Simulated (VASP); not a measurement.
# C: molecular dynamics with a thermostat, by thermostat

C, P6_3/mmc (no. 194), 8 atoms in the cell. LDA, molecular dynamics; PAW potentials C (LDA set).

| Thermostat | Mean temperature (K) | Standard error of the mean temperature (K) | Relative fluctuation of the kinetic energy | Canonical value of that fluctuation | Rise of the mean potential energy above the start (meV/atom) | Time (s) |
|---|---|---|---|---|---|---|
| none (NVE) | 252 | 3 | 0.221 | 0.309 | 28.3 | 133 |
| velocity scaling every step | 500 | 0 | 0.000 | 0.309 | 53.3 | 135 |
| Nose-Hoover, SMASS 5 | 678 | 65 | 0.302 | 0.309 | 77.9 | 136 |
| Nose-Hoover, SMASS 0.1 | 451 | 101 | 0.572 | 0.309 | 53.1 | 137 |
| Andersen, probability 0.05 | 524 | 37 | 0.303 | 0.309 | 63.4 | 144 |
| Andersen, probability 0.5 | 427 | 32 | 0.360 | 0.309 | 94.6 | 168 |
| Langevin, friction 50/ps | 409 | 26 | 0.286 | 0.289 | 52.4 | 154 |
| Langevin, friction 1/ps | 325 | 5 | 0.171 | 0.289 | 32.6 | 136 |
| Nose-Hoover chain of 5, period 100 steps | 382 | 18 | 0.248 | 0.309 | 43.1 | 133 |
| Nose-Hoover chain of 3, period 20 steps | 530 | 51 | 0.314 | 0.309 | 62.3 | 136 |
| CSVR, period 20 steps | 438 | 36 | 0.281 | 0.309 | 52.1 | 134 |

Limits: 218 fs of 8 atoms are too short for converged averages; the cell is only 2.5 Å across, so each atom moves in step with near copies of itself.

## Input of the first row

INCAR:
```
ALGO = Fast ; ANDERSEN_PROB = 0.0
EDIFF = 1E-5 ; ENCUT = 400
GGA = CA ; IBRION = 0
ISIF = 2 ; ISMEAR = -1
ISYM = 0 ; KPAR = 4
LASPH = True ; LCHARG = False
LREAL = Auto ; LWAVE = False
MDALGO = 1 ; NELM = 60
NELMIN = 4 ; NSW = 218
POTIM = 1.0 ; PREC = Normal
RANDOM_SEED = 715725 0 0 ; SIGMA = 0.05
TEBEG = 500 ; TEEND = 500
```

KPOINTS:
```
k-points
0
Gamma
  5 3 2
```

POSCAR:
```
C
1.0
    2.4610000000      0.0000000000      0.0000000000
    0.0000000000      4.2625770374      0.0000000000
    0.0000000000      0.0000000000      6.7080000000
C
8
Direct
    0.0000000000      0.0000000000      0.2500000000
    0.5000000000      0.5000000000      0.2500000000
    0.0000000000      0.0000000000      0.7500000000
    0.5000000000      0.5000000000      0.7500000000
    0.0000000000      0.3333333334      0.2500000000
    0.5000000000      0.8333333334      0.2500000000
    0.5000000000      0.1666666666      0.7500000000
    0.0000000000      0.6666666666      0.7500000000
```

Commands:
```
cat potpaw_LDA.64/C/POTCAR > POTCAR
mpirun -np 4 vasp_std > vasp.out
```

Changes of the last row against the first:
```
- MDALGO = 1
- ANDERSEN_PROB = 0.0
+ MDALGO = 5
+ CSVR_PERIOD = 20
```

VASP 6.6.1 took 133 s on 4 cores (AMD EPYC 7R13 (Zen 3)), a shared host.
